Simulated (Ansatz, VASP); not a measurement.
**Two plane-wave programs on ZnS**

```
Zn S
1.0
     0.00000    2.66548    2.66548
     2.66548    0.00000    2.66548
     2.66548    2.66548    0.00000
Zn S
1 1
Direct
  0.75000 0.75000 0.75000
  0.00000 0.00000 0.00000
```

Alike in both runs: task single point; functional r2SCAN; dispersion D4; k mesh 9 × 9 × 9; occupations fermi-dirac, width 0.05 eV; no spin polarisation.

|  | VASP | Ansatz |
| --- | --- | --- |
| version | VASP 6.6.1 | Ansatz 0.2.0 |
| potentials or method | VASP PAW PBE potentials, release 64 (Zn, S) | Ansatz PAW |
| plane-wave cutoff (eV) | 520 | 500 |
| valence electrons in the cell | 18 | 18 |

|  | VASP | Ansatz | Ansatz less VASP |
| --- | --- | --- | --- |
| gap on the k mesh at the Fermi level (eV) | 2.87 | 2.85 | -0.013 |
| least direct gap on the mesh (eV) | 2.87 | 2.85 | -0.013 |
| pressure (GPa) | 1.8 | 1.8 | 0.00 |
| dispersion energy (meV/atom) | -119.5 | -119.7 | -0.15 |

Caveats: the PAW data sets were made with another functional, which shifts forces and pressure a little (VASP); odd divisions of the mesh miss points on the zone boundary, where band edges often lie, so the gap on the mesh can be too wide (Ansatz); the PAW data sets come from PBE, with cores solved anew for the run's functional, which leaves a small shift of forces and pressure (Ansatz). r2SCAN opens gaps a little over a GGA but as a rule still falls short of measured ones.
